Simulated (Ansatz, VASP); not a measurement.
Mo3P4: VASP beside Ansatz

```
CELL_PARAMETERS angstrom
4.95741 0.00000 0.00000
0.00000 4.95741 0.00000
0.00000 0.00000 4.95741
ATOMIC_POSITIONS crystal
Mo 0.00000 0.00000 0.50000
Mo 0.50000 0.00000 0.00000
Mo 0.00000 0.50000 0.00000
P 0.69521 0.30479 0.30479
P 0.30479 0.69521 0.30479
P 0.30479 0.30479 0.69521
P 0.69521 0.69521 0.69521
```

Change from the starting cell: species swapped into the Si3As4 type (P-43m, No. 215).

Alike in both runs: functional PBE; k mesh 8 × 8 × 8; occupations gaussian, width 0.1 eV; no spin polarisation.

Ansatz relaxed the structure, and its values are those at the end. VASP's run is a single point on that final structure, the one shown.

|  | VASP | Ansatz |
| --- | --- | --- |
| version | VASP 6.6.1 | Ansatz 0.2.0 |
| potentials or method | VASP PAW PBE potentials, release 64 (Mo_sv, P) | scalar-relativistic, plane waves, PAW |
| plane-wave cutoff (eV) | 520 | 420 |
| valence electrons in the cell | 62 | 62 |

|  | VASP | Ansatz | Ansatz less VASP |
| --- | --- | --- | --- |
| gap on the k mesh at the Fermi level (eV) | none | none | - |
| pressure (GPa) | 0.0 | 0.0 | -0.01 |

A gap of «none» marks a metal or a gap that the smearing closes.
